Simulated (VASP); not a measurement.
# RbBr (Fm-3m) in VASP: settings compared

The runs below take RbBr through single point, with PBE, HSE06.

Everything below comes from runs of VASP 6.6.1. Logs are shortened: lines on timing, memory, paths and dates and some standing lists are left out, and cuts for length are marked.

### 1 The structure

It takes space group Fm-3m (No. 225, cubic). The conventional cell has a = 6.922 Å, b = 6.922 Å, c = 6.922 Å, α = 90.00°, β = 90.00°, γ = 90.00°. Rb (site symmetry m-3m) has 6 Br at 3.46 Å as nearest neighbours. Br (site symmetry m-3m) has 6 Rb at 3.46 Å as nearest neighbours.

The cell was built by a generator and needn't be a form met in nature.

### 2 Single point, PBE

INCAR

```
PREC = Accurate
ENCUT = 520
EDIFF = 1E-6
ISMEAR = 0
SIGMA = 0.01
LREAL = False
LASPH = True
NELM = 100
ALGO = Normal
ISIF = 2
LWAVE = False
LCHARG = False
GGA = PE
NBANDS = 15
```

KPOINTS

```
Automatic mesh
0
Gamma
  4 4 4
```

POSCAR

```
RbBr
1.0
    0.0000000000      3.4608261073      3.4608261073
    3.4608261073      0.0000000000      3.4608261073
    3.4608261073      3.4608261073      0.0000000000
Rb Br
1 1
Direct
    0.0000000000      0.0000000000      0.0000000000
    0.5000000000      0.5000000000      0.5000000000
```

Potentials or basis: VASP PAW PBE potentials, release 64 (Rb_sv, Br).

Command:

```
$ cat potpaw_PBE.64/Rb_sv/POTCAR potpaw_PBE.64/Br/POTCAR > POTCAR
$ mpirun -np 1 vasp_std > vasp.out
```

OUTCAR:

```text
PREC = Accurate
   ENCUT = 520
   EDIFF = 1E-6
   ISMEAR = 0
   LREAL = False
   LASPH = True
   NELM = 100
   ISIF = 2
   GGA = PE

 ion  position               nearest neighbor table
   1  0.000  0.000  0.000-   2 3.46   2 3.46   2 3.46   2 3.46   2 3.46   2 3.46
   2  0.500  0.500  0.500-   1 3.46   1 3.46   1 3.46   1 3.46   1 3.46   1 3.46

  LATTYP: Found a face centered cubic cell.
 ALAT       =     6.9216522146

  Lattice vectors:

 A1 = (   0.0000000000,   3.4608261073,   3.4608261073)
 A2 = (   3.4608261073,   0.0000000000,   3.4608261073)
 A3 = (   3.4608261073,   3.4608261073,   0.0000000000)

Analysis of symmetry for initial positions (statically):
=====================================================================
 Subroutine PRICEL returns:
 Original cell was already a primitive cell.

 Routine SETGRP: Setting up the symmetry group for a
 face centered cubic supercell.

 Subroutine GETGRP returns: Found 48 space group operations
 (whereof 48 operations were pure point group operations)
 out of a pool of 48 trial point group operations.

The static configuration has the point symmetry O_h .

Analysis of symmetry for dynamics (positions and initial velocities):
=====================================================================
 Subroutine PRICEL returns:
 Original cell was already a primitive cell.

 Routine SETGRP: Setting up the symmetry group for a
 face centered cubic supercell.

 Subroutine GETGRP returns: Found 48 space group operations
 (whereof 48 operations were pure point group operations)
 out of a pool of 48 trial point group operations.

The dynamic configuration has the point symmetry O_h .

 Subroutine INISYM returns: Found 48 space group operations
 (whereof 48 operations are pure point group operations),
 and found     1 'primitive' translations

----------------------------------------------------------------------------------------

                                     Primitive cell

  volume of cell :      82.9028

  direct lattice vectors                    reciprocal lattice vectors
     0.000000000  3.460826107  3.460826107    -0.144474176  0.144474176  0.144474176
     3.460826107  0.000000000  3.460826107     0.144474176 -0.144474176  0.144474176
     3.460826107  3.460826107  0.000000000     0.144474176  0.144474176 -0.144474176

  length of vectors
     4.894347218  4.894347218  4.894347218     0.250236613  0.250236613  0.250236613

  position of ions in fractional coordinates (direct lattice)
     0.000000000  0.000000000  0.000000000
     0.500000000  0.500000000  0.500000000

  ion indices of the primitive-cell ions
   primitive index   ion index
                 1           1
                 2           2

----------------------------------------------------------------------------------------

 KPOINTS: Automatic mesh

Automatic generation of k-mesh.
 Grid dimensions read from file:
 generate k-points for:    4    4    4

 Generating k-lattice:

  Cartesian coordinates                     Fractional coordinates (reciprocal lattice)
    -0.036118544  0.036118544  0.036118544     0.250000000  0.000000000  0.000000000
     0.036118544 -0.036118544  0.036118544     0.000000000  0.250000000  0.000000000
     0.036118544  0.036118544 -0.036118544     0.000000000  0.000000000  0.250000000

  Length of vectors
     0.062559153  0.062559153  0.062559153

  Shift w.r.t. Gamma in fractional coordinates (k-lattice)
     0.000000000  0.000000000  0.000000000

 Subroutine IBZKPT returns following result:
 ===========================================

 Found      8 irreducible k-points:

 Following reciprocal coordinates:
            Coordinates               Weight
  0.000000  0.000000  0.000000      1.000000
  0.250000  0.000000  0.000000      8.000000
  0.500000  0.000000  0.000000      4.000000
  0.250000  0.250000  0.000000      6.000000
  0.500000  0.250000  0.000000     24.000000
 -0.250000  0.250000  0.000000     12.000000
  0.500000  0.500000  0.000000      3.000000
 -0.250000  0.500000  0.250000      6.000000
   k-points           NKPTS =      8   k-points in BZ     NKDIM =      8   number of bands    NBANDS=     15
   number of dos      NEDOS =    301   number of ions     NIONS =      2
   total plane-waves  NPLWV =  46656
   dimension x,y,z NGX =    36 NGY =   36 NGZ =   36
   dimension x,y,z NGXF=    72 NGYF=   72 NGZF=   72
   ions per type =               1   1
   NGX,Y,Z   is equivalent  to a cutoff of  12.23, 12.23, 12.23 a.u.
   NGXF,Y,Z  is equivalent  to a cutoff of  24.46, 24.46, 24.46 a.u.
 SYSTEM =  unknown system
   PREC   = accura    normal or accurate (medium, high low for compatibility)
   ISTART =      0    job   : 0-new  1-cont  2-samecut
   ICHARG =      2    charge: 1-file 2-atom 10-const
   ISPIN  =      1    spin polarized calculation?
   LNONCOLLINEAR =      F non collinear calculations
   LSORBIT =      F    spin-orbit coupling
   LASPH  =      T    aspherical Exc in radial PAW
   ENCUT  =  520.0 eV  38.22 Ry    6.18 a.u.   9.10  9.10  9.10*2*pi/ulx,y,z
   NELM   =    100;   NELMIN=  2; NELMDL= -5     # of ELM steps
   EDIFF  = 0.1E-05   stopping-criterion for ELM
   LREAL  =      F    real-space projection
   EDIFFG = 0.1E-04   stopping-criterion for IOM
   NSW    =      0    number of steps for IOM
   IBRION =     -1    ionic relax: 0-MD 1-quasi-New 2-CG
   NFREE  =      0    steps in history (QN), initial steepest desc. (CG)
   ISIF   =      2    stress and relaxation
   ISYM   =      2    0-nonsym 1-usesym 2-fastsym
   POTIM  = 0.5000    time-step for ionic-motion
   TEBEG  =    0.0;   TEEND  =   0.0 temperature during run
   PSTRESS=    0.0 pullay stress
   NELECT =      16.0000    total number of electrons
   NUPDOWN=      -1.0000    fix difference up-down
   EMIN   =  10.00;   EMAX   =-10.00  energy-range for DOS
   EFERMI =   0.00;   METHOD = LEGACY
   ISMEAR =     0;   SIGMA  =   0.01  broadening in eV -4-tet -1-fermi 0-gaus
   EFERMI_NEDOS =   21; number of points for ismear=-14 and -15
   IALGO  =     38    algorithm
   IMIX   =      4    mixing-type and parameters
     AMIX     =   0.40;   BMIX     =  1.00
     AMIX_MAG =   1.60;   BMIX_MAG =  1.00
  volume/ion in A,a.u.               =      41.45       279.73
  Fermi-wavevector in a.u.,A,eV,Ry     =   0.946074  1.787820 12.177973  0.895056
  Thomas-Fermi vector in A             =   2.074037
   LORBIT       =      0    0 simple, 1 ext, 2 COOP (PROOUT), +10 PAW based schemes
   GGA     = PE    functional components
   LHFCALC =     F    Hartree Fock is set to
   AEXX    =    0.0000 exact exchange contribution
   IVDW    =     0    specifies the selected vdW correction
   LEPSILON=     F    determine dielectric tensor
   LRPA    =     F    only Hartree local field effects (RPA)
 non-spin polarized calculation
 Gauss-broadening in eV      SIGMA  =   0.01
  energy-cutoff  :      520.00
  volume of cell :       82.90
 maximum number of plane-waves:      2252
   NGX = 19   NGY = 19   NGZ = 19

 number of electron      15.9999997 magnetization

 Free energy of the ion-electron system (eV)
  ---------------------------------------------------
  ext. energy  EPLUGINS =         0.00000000
  ---------------------------------------------------
  free energy    TOTEN  =        -6.10908563 eV

  energy without entropy =       -6.10908563  energy(sigma->0) =       -6.10908563

 E-fermi :  -1.7623     XC(G=0):  -7.1175

 val. band max:       -1.8609290470   @ k =   0.0000   0.0000   0.0000
 cond. band min:       2.4272024782   @ k =   0.0000   0.0000   0.0000
 fundamental gap:      4.2881315252
 Fermi energy:        -1.7623052575

 k-point     1 :       0.0000    0.0000    0.0000
  band No.  band energies     occupation
      1     -26.3385      2.00000
      2     -14.0131      2.00000
      3     -10.4128      2.00000
      4     -10.4128      2.00000
      5     -10.4128      2.00000
      6      -1.8609      2.00000
      7      -1.8609      2.00000
      8      -1.8609      2.00000
      9       2.4272      0.00000
     10       5.4088      0.00000
     11       5.4088      0.00000
     12       5.4088      0.00000
     13       6.2767      0.00000
     14       6.2767      0.00000
     15       9.0612      0.00000

 k-point     2 :       0.2500    0.0000    0.0000
  band No.  band energies     occupation
      1     -26.3345      2.00000
      2     -14.0312      2.00000
      3     -10.4165      2.00000
      4     -10.4165      2.00000
      5     -10.3928      2.00000
      6      -2.3932      2.00000
      7      -2.0327      2.00000
      8      -2.0327      2.00000
      9       3.6632      0.00000
     10       5.2615      0.00000
     11       6.1103      0.00000
     12       6.1103      0.00000
     13       7.1069      0.00000
     14       7.1069      0.00000
     15      10.3652      0.00000

 k-point     3 :       0.5000    0.0000    0.0000
  band No.  band energies     occupation
      1     -26.3304      2.00000
      2     -14.0490      2.00000
      3     -10.4201      2.00000
      4     -10.4201      2.00000
      5     -10.3730      2.00000
      6      -2.8009      2.00000
      7      -2.1911      2.00000
      8      -2.1911      2.00000
      9       4.8762      0.00000
     10       5.7516      0.00000
     11       7.5370      0.00000
     12       7.5370      0.00000
     13       8.2077      0.00000
     14       8.2077      0.00000
     15       8.8288      0.00000

 k-point     4 :       0.2500    0.2500    0.0000
  band No.  band energies     occupation
      1     -26.3332      2.00000
      2     -14.0133      2.00000
      3     -10.4446      2.00000
      4     -10.4446      2.00000
      5     -10.4129      2.00000
      6      -2.4342      2.00000
      7      -1.9574      2.00000
      8      -1.9574      2.00000
      9       3.7578      0.00000
     10       4.3963      0.00000
     11       6.7138      0.00000
     12       6.8364      0.00000
     13       6.8364      0.00000
     14       7.6197      0.00000
     15       9.9190      0.00000

 k-point     5 :       0.5000    0.2500    0.0000
  band No.  band energies     occupation
      1     -26.3293      2.00000
      2     -14.0067      2.00000
      3     -10.4921      2.00000
      4     -10.4487      2.00000
      5     -10.4312      2.00000
      6      -2.4961      2.00000
      7      -2.1956      2.00000
      8      -2.1052      2.00000
      9       4.5825      0.00000
     10       5.3477      0.00000
     11       7.0126      0.00000
     12       7.3487      0.00000
     13       7.7219      0.00000
     14       8.1552      0.00000
     15       8.8676      0.00000

 k-point     6 :      -0.2500    0.2500    0.0000
  band No.  band energies     occupation
      1     -26.3305      2.00000
      2     -14.0249      2.00000
      3     -10.4850      2.00000
      4     -10.4206      2.00000
      5     -10.3891      2.00000
      6      -2.5975      2.00000
      7      -2.1762      2.00000
      8      -2.1029      2.00000
      9       4.7763      0.00000
     10       5.2741      0.00000
     11       6.7293      0.00000
     12       6.8127      0.00000
     13       7.4650      0.00000
     14       8.6687      0.00000
     15       8.9279      0.00000

 k-point     7 :       0.5000    0.5000    0.0000
  band No.  band energies     occupation
      1     -26.3282      2.00000
      2     -13.9631      2.00000
      3     -10.5748      2.00000
      4     -10.4769      2.00000
      5     -10.4769      2.00000
      6      -2.3269      2.00000
      7      -2.0183      2.00000
      8      -2.0183      2.00000
      9       3.7768      0.00000
     10       5.1567      0.00000
     11       7.1916      0.00000
     12       7.2845      0.00000
     13       7.4572      0.00000
     14       8.8535      0.00000
     15       8.8535      0.00000

 k-point     8 :      -0.2500    0.5000    0.2500
  band No.  band energies     occupation
      1     -26.3281      2.00000
      2     -13.9876      2.00000
      3     -10.5258      2.00000
      4     -10.5258      2.00000
      5     -10.3976      2.00000
      6      -2.3253      2.00000
      7      -2.2019      2.00000
      8      -2.2019      2.00000
      9       5.1899      0.00000
     10       5.1899      0.00000
     11       6.2796      0.00000
     12       6.6337      0.00000
     13       8.8930      0.00000
     14       8.9145      0.00000
     15       8.9924      0.00000

------------------------ aborting loop because EDIFF is reached ----------------------------------------

  FORCE on cell =-STRESS in cart. coord.  units (eV):
  Direction    XX          YY          ZZ          XY          YZ          ZX
  --------------------------------------------------------------------------------------
  -------------------------------------------------------------------------------------
  Total        0.2930121      0.2930121      0.2930121      0.0000000      0.0000000      0.0000000
  in kB        5.6627430      5.6627430      5.6627430      0.0000000      0.0000000      0.0000000
  external PRESSURE =       5.6627430 kB  Pullay stress =       0.0000000 kB

 VOLUME and BASIS-vectors are now :
 -----------------------------------------------------------------------------
  energy-cutoff  :      520.00
  volume of cell :       82.90
      direct lattice vectors                 reciprocal lattice vectors
     0.000000000  3.460826107  3.460826107    -0.144474176  0.144474176  0.144474176
     3.460826107  0.000000000  3.460826107     0.144474176 -0.144474176  0.144474176
     3.460826107  3.460826107  0.000000000     0.144474176  0.144474176 -0.144474176

 POSITION                                       TOTAL-FORCE (eV/Angst)
 -----------------------------------------------------------------------------------
      0.00000      0.00000      0.00000        -0.000000      0.000000     -0.000000
      3.46083      3.46083      3.46083         0.000000     -0.000000      0.000000
 -----------------------------------------------------------------------------------
    total drift:                                0.000000      0.000000      0.000000

  FREE ENERGIE OF THE ION-ELECTRON SYSTEM (eV)
  ---------------------------------------------------
  free  energy   TOTEN  =        -6.1090856285 eV

  energy  without entropy=       -6.1090856285  energy(sigma->0) =       -6.10908563
```

Run time: 6.3 s. Hardware: 1 thread of Intel Xeon 6975P-C (Granite Rapids), shared host; peak memory 0.2 GiB.

What came out:

```yaml
Free_energy: -6.1091 eV
Pressure: 0.6 GPa
Band_gap_on_the_k_mesh: 4.29 eV, direct
```

### 3 Single point, HSE06

POSCAR is that of step 2.

INCAR.step1

```
  PREC = Accurate
  ENCUT = 520
  EDIFF = 1E-5
  ISMEAR = 0
  SIGMA = 0.01
  LREAL = F
  LASPH = T
  NELM = 80
  ALGO = Normal
  ISIF = 2
  LWAVE = T
  LCHARG = F
  NBANDS = 15
  GGA = PE
```

INCAR.step2

```
  PREC = Accurate
  ENCUT = 520
  EDIFF = 1E-6
  ISMEAR = 0
  SIGMA = 0.01
  LREAL = F
  LASPH = T
  NELM = 80
  ALGO = Normal
  ISIF = 2
  LWAVE = F
  LCHARG = F
  GGA = PE
  LHFCALC = T
  HFSCREEN = 0.2079
  PRECFOCK = Normal
  NBANDS = 15
  ISTART = 1
```

KPOINTS

```
regular mesh
0
Gamma
  4 4 4
```

Potentials or basis: VASP PAW PBE potentials, release 64 (Rb_sv, Br).

Command:

```
$ cat potpaw_PBE.64/Rb_sv/POTCAR potpaw_PBE.64/Br/POTCAR > POTCAR
$ cp INCAR.step1 INCAR
$ mpirun -np 1 vasp_std > vasp.out
$ cp INCAR.step2 INCAR
$ mpirun -np 1 vasp_std > vasp.out
```

Wall time 4.2 min (1 thread of Intel Xeon 6975P-C (Granite Rapids), shared host); peak memory 0.32 GiB.

It converged, with:

* Free energy: -7.0724 eV
* Pressure: 0.3 GPa
* Band gap on the k mesh: 5.44 eV, direct

Levels at points of the mesh, in eV from the valence-band top:
| k point | band 5 | band 6 | band 7 | band 8 | band 9 | band 10 | band 11 | band 12 |
| --- | --- | --- | --- | --- | --- | --- | --- | --- |
| (0.00, 0.00, 0.00) | -9.07 | 0.00 | 0.00 | 0.00 | 5.44 | 8.53 | 8.53 | 8.53 |
| (0.50, 0.00, 0.00) | -9.01 | -0.97 | -0.34 | -0.34 | 7.88 | 8.86 | 10.81 | 10.81 |
| (0.50, 0.50, 0.00) | -9.13 | -0.49 | -0.17 | -0.17 | 6.78 | 8.30 | 10.27 | 10.58 |

Caveat: the PAW data sets were made with another functional, which shifts forces and pressure a little.
